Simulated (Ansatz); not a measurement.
**Ruthenium, bcc under revPBE: structure, energy and stiffness**

The plan for ruthenium in the bcc structure: relax it, solve it on a dense k-mesh, then scale the cell to 7 volumes from 88 to 112 % of the relaxed one and try a fit of the equation of state. Spin polarisation is left out. The k-meshes are 15×15×15 for the relaxation; 24×24×24 for the dense run; 16×16×16 for the volumes.

This is Ru in the bcc structure; at room conditions it is hcp.

Method: DFT revPBE, plane waves (420 eV) with PAW, scalar-relativistic; PAW files made under PBE, frozen cores solved again for the functional, in Ansatz 0.2.0.

## (1) Starting point

It takes space group Im-3m (No. 229, cubic). The conventional cell has a = 3.004 Å, b = 3.004 Å, c = 3.004 Å, α = 90.00°, β = 90.00°, γ = 90.00°. Ru (site symmetry m-3m) is surrounded by 8 Ru at 2.60 Å.

As a file:

```cif
data_structure
_symmetry_space_group_name_H-M 'Im-3m'
_symmetry_Int_Tables_number 229
_cell_length_a 3.0041
_cell_length_b 3.0041
_cell_length_c 3.0041
_cell_angle_alpha 90.000
_cell_angle_beta 90.000
_cell_angle_gamma 90.000
_cell_volume 27.11
loop_
_atom_site_label
_atom_site_type_symbol
_atom_site_symmetry_multiplicity
_atom_site_Wyckoff_symbol
_atom_site_fract_x
_atom_site_fract_y
_atom_site_fract_z
_atom_site_occupancy
Ru1 Ru 2 a 0.00000 0.00000 0.00000 1
```

## (2) Relaxing cell and atoms

input.yaml

```yaml
crystal:
  lattice:
    - [-1.5020265709, 1.5020265709, 1.5020265709]
    - [1.5020265709, -1.5020265709, 1.5020265709]
    - [1.5020265709, 1.5020265709, -1.5020265709]
  atoms:
    - { symbol: Ru, position: [0.0, 0.0, 0.0] }
hamiltonian:
  xc: revpbe
  pseudopotentials:
    kind: paw
    azcp:
      Ru: "pseudopotentials/Ru.paw.azcp"
basis:
  ecutwfc: 420
  fft_grid_basis: typed
kpoints:
  mp_grid: { grid: [15, 15, 15], shift: [0, 0, 0] }
magnetization:
  spin_polarized: false
scf:
  occupations: { method: fermi_dirac, width: 0.1 }
relax:
  max_steps: 60
  f_tol: 0.01
  cell: {}
```

After this run come: Dense single point; Equation of state: 88 %; Equation of state: 92 %; Equation of state: 96 %; Equation of state: 100 %; Equation of state: 104 %; Equation of state: 108 %; Equation of state: 112 %.

What does the calculation give? Wanted: space group; conventional cell; volume; shortest distance; gap on the mesh; relative to hcp; V₀, B₀, B₀′.

The runs gave:

| quantity | value |
| --- | --- |
| space group (spins left aside) | Im-3m (No. 229) |
| conventional cell | a = 3.066 Å |
| volume | 14.414 Å³/atom |
| shortest distance | 2.655 Å |
| gap on the mesh | none (levels filled in part) |
| relative to hcp | +617 meV/atom |
| V₀, B₀, B₀′ | 14.384 Å³/atom, 269 GPa, 4.9 |

**Reading.** The relaxation enlarged the cell by 6.3 % in volume. It lies 617 meV/atom above the element's reference form at the same level (hcp, from a run of its own). Levels at the Fermi energy are filled in part, as in a metal. The fitted modulus is 269 GPa. Relaxation kept the symmetry; phonons were not checked.
